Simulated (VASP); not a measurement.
# Co (P-3m1) in VASP: notebook

The runs below take Co through single point, with LDA.

Program: VASP 6.6.1. These are calculated values, not measurements. Logs are shortened: lines on timing, memory, paths and dates and some standing lists are left out, and cuts for length are marked.

### 1 Starting point

The structure is trigonal, space group P-3m1 (No. 164). Conventional cell: a = 2.487 Å, b = 2.487 Å, c = 4.063 Å, α = 90.00°, β = 90.00°, γ = 120.00°. Co (site symmetry 3m) is surrounded by 12 Co at 2.42 to 2.55 Å.

### 2 Single point, LDA, collinear spin, ferromagnetic start

INCAR reads:

```
PREC = Accurate
ENCUT = 460
EDIFF = 1E-6
ISMEAR = -1
SIGMA = 0.2
LREAL = False
LASPH = True
NELM = 100
ALGO = Normal
ISIF = 2
LWAVE = False
LCHARG = False
ISPIN = 2
MAGMOM = 2 2
LORBIT = 11
LMAXMIX = 4
GGA = CA
NBANDS = 20
ADDGRID = False
```

KPOINTS reads:

```
Automatic mesh
0
Gamma
  11 11 6
```

POSCAR reads:

```
Co
1.0
    2.4873648738      0.0000000000      0.0000000000
   -1.2436824369      2.1541211692      0.0000000000
    0.0000000000      0.0000000000      4.0632895034
Co
2
Direct
    0.3333333333      0.6666666667      0.7401390000
    0.6666666667      0.3333333333      0.2598610000
```

Potentials or basis: VASP PAW LDA potentials, release 64 (Co).

Launch:

```sh
$ cat potpaw_LDA.64/Co/POTCAR > POTCAR
$ mpirun -np 1 vasp_std > vasp.out
```

OUTCAR:

```text
PREC = Accurate
   ENCUT = 460
   EDIFF = 1E-6
   ISMEAR = -1
   LREAL = False
   LASPH = True
   NELM = 100
   ISIF = 2
   ISPIN = 2
   LORBIT = 11
   GGA = CA

 Found     84 irreducible k-points:

 Following reciprocal coordinates:
            Coordinates               Weight
  0.000000  0.000000  0.000000      1.000000
  0.090909 -0.000000  0.000000      6.000000
  0.181818 -0.000000  0.000000      6.000000
  0.272727 -0.000000  0.000000      6.000000
  0.363636 -0.000000  0.000000      6.000000
  0.454545 -0.000000  0.000000      6.000000
   k-points           NKPTS =     84   k-points in BZ     NKDIM =     84   number of bands    NBANDS=     20
   number of dos      NEDOS =    301   number of ions     NIONS =      2
   total plane-waves  NPLWV =   9072
   dimension x,y,z NGX =    18 NGY =   18 NGZ =   28
   dimension x,y,z NGXF=    36 NGYF=   36 NGZF=   56
   ions per type =               2
   NGX,Y,Z   is equivalent  to a cutoff of  12.03, 12.03, 11.46 a.u.
   NGXF,Y,Z  is equivalent  to a cutoff of  24.06, 24.06, 22.91 a.u.
 SYSTEM =  unknown system
   PREC   = accura    normal or accurate (medium, high low for compatibility)
   ISTART =      0    job   : 0-new  1-cont  2-samecut
   ICHARG =      2    charge: 1-file 2-atom 10-const
   ISPIN  =      2    spin polarized calculation?
   LNONCOLLINEAR =      F non collinear calculations
   LSORBIT =      F    spin-orbit coupling
   LASPH  =      T    aspherical Exc in radial PAW
   ENCUT  =  460.0 eV  33.81 Ry    5.81 a.u.   4.35  4.35  7.11*2*pi/ulx,y,z
   NELM   =    100;   NELMIN=  2; NELMDL= -5     # of ELM steps
   EDIFF  = 0.1E-05   stopping-criterion for ELM
   LREAL  =      F    real-space projection
   EDIFFG = 0.1E-04   stopping-criterion for IOM
   NSW    =      0    number of steps for IOM
   IBRION =     -1    ionic relax: 0-MD 1-quasi-New 2-CG
   NFREE  =      0    steps in history (QN), initial steepest desc. (CG)
   ISIF   =      2    stress and relaxation
   ISYM   =      2    0-nonsym 1-usesym 2-fastsym
   POTIM  = 0.5000    time-step for ionic-motion
   TEBEG  =    0.0;   TEEND  =   0.0 temperature during run
   PSTRESS=    0.0 pullay stress
   NELECT =      18.0000    total number of electrons
   NUPDOWN=      -1.0000    fix difference up-down
   EMIN   =  10.00;   EMAX   =-10.00  energy-range for DOS
   EFERMI =   0.00;   METHOD = LEGACY
   ISMEAR =    -1;   SIGMA  =   0.20  broadening in eV -4-tet -1-fermi 0-gaus
   EFERMI_NEDOS =   21; number of points for ismear=-14 and -15
   IALGO  =     38    algorithm
   IMIX   =      4    mixing-type and parameters
     AMIX     =   0.40;   BMIX     =  1.00
     AMIX_MAG =   1.60;   BMIX_MAG =  1.00
  volume/ion in A,a.u.               =      10.89        73.46
  Fermi-wavevector in a.u.,A,eV,Ry     =   1.536514  2.903591 32.121660  2.360875
  Thomas-Fermi vector in A             =   2.643152
   LORBIT       =     11    0 simple, 1 ext, 2 COOP (PROOUT), +10 PAW based schemes
   GGA     = CA    functional components
   LHFCALC =     F    Hartree Fock is set to
   AEXX    =    0.0000 exact exchange contribution
   IVDW    =     0    specifies the selected vdW correction
   LEPSILON=     F    determine dielectric tensor
   LRPA    =     F    only Hartree local field effects (RPA)
 spin polarized calculation
  energy-cutoff  :      460.00
  volume of cell :       21.77
 maximum number of plane-waves:       525
 NGX is ok and might be reduce to    18
   NGX =  9   NGY =  9   NGZ = 15

 number of electron      18.0000003 magnetization       2.7931806

 Free energy of the ion-electron system (eV)
  ---------------------------------------------------
  ext. energy  EPLUGINS =         0.00000000
  ---------------------------------------------------
  free energy    TOTEN  =       -16.26660460 eV

  energy without entropy =      -15.90162571  energy(sigma->0) =      -16.08411515

 E-fermi :   9.8723     XC(G=0): -13.7163

 val. band max:        9.8646902250   @ k =   0.2727  -0.0000   0.0000
 cond. band min:       9.8774800881   @ k =   0.0000   0.0000   0.0000
 fundamental gap:      0.0127898631
 Fermi energy:         9.8723073851

 spin component 1

 k-point     1 :       0.0000    0.0000    0.0000
  band No.  band energies     occupation
      1       0.9774      1.00000
      2       4.8385      1.00000
      3       7.4182      1.00000
      4       7.4834      0.99999
      5       7.4834      0.99999
      6       7.7728      0.99997
[... 12 lines left out ...]
     19      35.8943      0.00000
     20      35.8943      0.00000

 k-point     2 :       0.0909   -0.0000    0.0000
  band No.  band energies     occupation
      1       1.2677      1.00000
      2       5.0173      1.00000
      3       7.2009      1.00000
      4       7.6198      0.99999
      5       7.6427      0.99999
      6       7.7179      0.99998
[... 12 lines left out ...]
     19      36.8717      0.00000
     20      38.4962      0.00000

 k-point     3 :       0.1818   -0.0000    0.0000
  band No.  band energies     occupation
      1       2.1010      1.00000
      2       5.4405      1.00000
      3       6.8716      1.00000
      4       7.1397      1.00000
      5       7.5217      0.99999
      6       7.8668      0.99996
[... 12 lines left out ...]
     19      35.8985      0.00000
     20      38.2961      0.00000

 k-point     4 :       0.2727   -0.0000    0.0000
  band No.  band energies     occupation
      1       3.3278      1.00000
      2       5.6909      1.00000
      3       6.3269      1.00000
      4       6.8244      1.00000
      5       7.4509      0.99999
      6       7.6626      0.99998
[... 12 lines left out ...]
     19      34.1268      0.00000
     20      37.5610      0.00000

 k-point     5 :       0.3636   -0.0000    0.0000
  band No.  band energies     occupation
      1       4.5357      1.00000
      2       5.5369      1.00000
      3       5.8479      1.00000
      4       7.0088      1.00000
      5       7.4752      0.99999
      6       7.6428      0.99999
[... 12 lines left out ...]
     19      33.0261      0.00000
     20      35.7923      0.00000

 k-point     6 :       0.4545   -0.0000    0.0000
  band No.  band energies     occupation
      1       5.1404      1.00000
      2       5.3381      1.00000
      3       5.6069      1.00000
      4       7.3693      1.00000
      5       7.4235      1.00000
      6       7.5517      0.99999
[... 12 lines left out ...]
     19      32.4452      0.00000
     20      34.8412      0.00000

 [... further k-points ...]

 spin component 2

 k-point     1 :       0.0000    0.0000    0.0000
  band No.  band energies     occupation
      1       1.1387      1.00000
      2       5.6357      1.00000
      3       8.6744      0.99750
      4       8.7597      0.99618
      5       8.7597      0.99618
      6       9.0774      0.98156
[... 12 lines left out ...]
     19      36.2734      0.00000
     20      36.2734      0.00000

 k-point     2 :       0.0909   -0.0000    0.0000
  band No.  band energies     occupation
      1       1.4302      1.00000
      2       5.8325      1.00000
      3       8.4270      0.99927
      4       8.9064      0.99207
      5       8.9186      0.99158
      6       8.9531      0.99001
[... 12 lines left out ...]
     19      36.9939      0.00000
     20      38.8671      0.00000

 k-point     3 :       0.1818   -0.0000    0.0000
  band No.  band energies     occupation
      1       2.2714      1.00000
      2       6.3145      1.00000
      3       7.9429      0.99994
      4       8.1683      0.99980
      5       8.7620      0.99613
      6       9.1974      0.96690
[... 12 lines left out ...]
     19      36.2515      0.00000
     20      38.5551      0.00000

 k-point     4 :       0.2727   -0.0000    0.0000
  band No.  band energies     occupation
      1       3.5399      1.00000
      2       6.6699      1.00000
      3       7.2821      1.00000
      4       7.8770      0.99995
      5       8.6518      0.99777
      6       8.9777      0.98871
[... 12 lines left out ...]
     19      34.2431      0.00000
     20      37.9510      0.00000

 k-point     5 :       0.3636   -0.0000    0.0000
  band No.  band energies     occupation
      1       4.9263      1.00000
      2       6.5529      1.00000
      3       6.8250      1.00000
      4       7.8826      0.99995
      5       8.7719      0.99594
      6       8.8247      0.99472
[... 12 lines left out ...]
     19      33.1636      0.00000
     20      36.1446      0.00000

 k-point     6 :       0.4545   -0.0000    0.0000
  band No.  band energies     occupation
      1       5.8545      1.00000
      2       6.3090      1.00000
      3       6.5993      1.00000
      4       8.0940      0.99986
      5       8.6554      0.99773
      6       8.7370      0.99659
[... 12 lines left out ...]
     19      32.6788      0.00000
     20      35.1676      0.00000

 [... further k-points ...]

------------------------ aborting loop because EDIFF is reached ----------------------------------------

  FORCE on cell =-STRESS in cart. coord.  units (eV):
  Direction    XX          YY          ZZ          XY          YZ          ZX
  --------------------------------------------------------------------------------------
  -------------------------------------------------------------------------------------
  Total       -2.5120384     -2.5120384     -2.7574530      0.0000000      0.0000000      0.0000000
  in kB     -184.8627752   -184.8627752   -202.9230163      0.0000000      0.0000000      0.0000000
  external PRESSURE =    -190.8828556 kB  Pullay stress =       0.0000000 kB

 VOLUME and BASIS-vectors are now :
 -----------------------------------------------------------------------------
  energy-cutoff  :      460.00
  volume of cell :       21.77
      direct lattice vectors                 reciprocal lattice vectors
     2.487364874  0.000000000  0.000000000     0.402031889  0.232113220  0.000000000
    -1.243682437  2.154121169  0.000000000     0.000000000  0.464226439  0.000000000
     0.000000000  0.000000000  4.063289503     0.000000000  0.000000000  0.246106018

 POSITION                                       TOTAL-FORCE (eV/Angst)
 -----------------------------------------------------------------------------------
     -0.00000      1.43608      3.00740        -0.000000     -0.000000      0.467971
      1.24368      0.71804      1.05589         0.000000      0.000000     -0.467971
 -----------------------------------------------------------------------------------
    total drift:                                0.000000     -0.000000     -0.000000

  FREE ENERGIE OF THE ION-ELECTRON SYSTEM (eV)
  ---------------------------------------------------
  free  energy   TOTEN  =       -16.2666045991 eV

  energy  without entropy=      -15.9016257103  energy(sigma->0) =      -16.08411515

 total charge

# of ion       s       p       d       tot
------------------------------------------
    1        0.488   0.514   7.281   8.283
    2        0.488   0.514   7.281   8.283
--------------------------------------------------
tot          0.976   1.027  14.562  16.565

 magnetization (x)

# of ion       s       p       d       tot
------------------------------------------
    1       -0.011  -0.033   1.444   1.399
    2       -0.011  -0.033   1.444   1.399
--------------------------------------------------
tot         -0.023  -0.067   2.888   2.799
```

Run time: 21 s. Hardware: 1 thread of Intel Xeon 6975P-C (Granite Rapids), shared host; peak memory 0.15 GiB.

The run converged, but some of its settings lie outside the range that counts as converged, so its numbers aren't taken as properties of the crystal.

What came out:

| Quantity | Value |
| --- | --- |
| Free energy | -16.2666 eV |
| Pressure | -19.1 GPa |
| Largest force | 0.468 eV/Å |
| Band gap on the k mesh | none (metal or under the smearing width) |
| Net moment | 2.79 μB per cell |
| Site moments | Co +1.40 μB |
| Valence electrons inside the program's atomic spheres | Co 8.28 |

### 3 Single point, LDA, collinear spin, ferromagnetic start

INCAR is that of step 2.

KPOINTS is that of step 2.

POSCAR reads:

```
Co
1.0
    2.4873648738      0.0000000000      0.0000000000
   -1.2436824369      2.1541211692      0.0000000000
    0.0000000000      0.0000000000      4.0632895034
Co
2
Direct
    0.3275520000      0.6759820000      0.7288160000
    0.6891290000      0.3188900000      0.2643300000
```

Potentials or basis: VASP PAW LDA potentials, release 64 (Co).

Launch:

```sh
$ cat potpaw_LDA.64/Co/POTCAR > POTCAR
$ mpirun -np 1 vasp_std > vasp.out
```

It took 87 s on 1 thread of Intel Xeon 6975P-C (Granite Rapids), shared host; peak memory 0.27 GiB.

The run converged, but some of its settings lie outside the range that counts as converged, so its numbers aren't taken as properties of the crystal.

Results:

| Property | Result |
| --- | --- |
| Free energy | -16.2075 eV |
| Pressure | -17.0 GPa |
| Largest force | 0.970 eV/Å |
| Band gap on the k mesh | none (metal or under the smearing width) |
| Net moment | 2.79 μB per cell |
| Site moments | Co +1.40 μB |
| Valence electrons inside the program's atomic spheres | Co 8.30 |
